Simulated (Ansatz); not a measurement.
**Ionic part of the dielectric constant of SiC at 18 GPa, mode by mode**

All numbers below come from DFT PBEsol, scalar-relativistic, plane waves, PAW (Ansatz 0.2.0). Plane waves to 420 eV; Γ-centred k mesh 12×12×6; fixed occupations. No spin polarisation. Phonons by linear response, acoustic sum rule imposed.

It takes space group P6_3mc (No. 186, hexagonal). The conventional cell has a = 3.005 Å, b = 3.005 Å, c = 4.928 Å, α = 90.00°, β = 90.00°, γ = 120.00°. Si (site symmetry 3m) is surrounded by 4 C at 1.84 to 1.85 Å. C (site symmetry 3m) is surrounded by 4 Si at 1.84 to 1.85 Å.

The primitive cell has V = 38.54 Å³ and ε∞,xx = 6.849. Each polar mode adds Δε = (4.92064×10⁷/V)·S/ν² along x, with S its oscillator strength in e²/amu, ν in cm⁻¹ and V in Å³.

Problem. From these modes, find each Δε and ε0,xx.
```csv
ν (cm⁻¹),S_xx (e²/amu)
855.7,1.774
```

Solution.
```
ν (cm⁻¹)    Δε
   855.7  3.09
```

The sum is 3.093, so ε0,xx = 9.94; the run's tensor has 9.94.

Problem. Where do the longitudinal modes lie for a wave vector along x?

Solution. At 1031 cm⁻¹. The Lyddane–Sachs–Teller product Π(ν_LO/ν_TO)² = 1.45 matches ε0/ε∞ = 1.45.

Cost: 1 run of about 1.1 core-minutes, on Intel Xeon 6975P-C (Granite Rapids) (shared hosts).